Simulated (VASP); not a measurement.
Crystal: Sb.

```
Sb
1.0
     3.08334    0.00000    0.00000
     0.00000    3.08334    0.00000
     0.00000    0.00000    3.08334
Sb
1
Direct
  0.00000 0.00000 0.00000
```

This isn't the form of Sb at room conditions, which is rhombohedral.

| Quantity | Value |
| --- | --- |
| Program | VASP 6.6.1 |
| Task | relaxation of cell and atoms |
| Functional | RPBE |
| Potentials or basis | VASP PAW PBE potentials, release 64 (Sb) |
| Cutoff | 600 eV |
| k mesh | 14 × 14 × 14 |
| Occupations | gaussian, width 0.1 eV |
| Spin | no spin polarisation |

At the start: pressure 2.7 GPa; volume 29.31 Å³/atom.

Task: How do energy, volume and symmetry change on relaxing?

Result: Over 3 steps the energy falls by 12.0 meV/atom and the volume is 30.77 Å³/atom (+5.0 %); space group Pm-3m (No. 221, to 0.05 Å).

Step by step:
```
step  energy change (eV)  largest force (eV/Å)  pressure (GPa)  volume (Å³)
   1              0.0000                0.0000            2.74        29.31
   2             -0.0094                0.0000           -1.11        31.49
   3             -0.0120                0.0000            0.01        30.77
```

Final structure:
```cif
data_structure
_symmetry_space_group_name_H-M 'P 1'
_symmetry_Int_Tables_number 1
_cell_length_a 3.1338
_cell_length_b 3.1338
_cell_length_c 3.1338
_cell_angle_alpha 90.000
_cell_angle_beta 90.000
_cell_angle_gamma 90.000
_cell_volume 30.77
loop_
_atom_site_label
_atom_site_type_symbol
_atom_site_fract_x
_atom_site_fract_y
_atom_site_fract_z
_atom_site_occupancy
Sb1 Sb 0.00000 0.00000 0.00000 1
```

Caveat: the PAW data sets were made with another functional, which shifts forces and pressure a little.
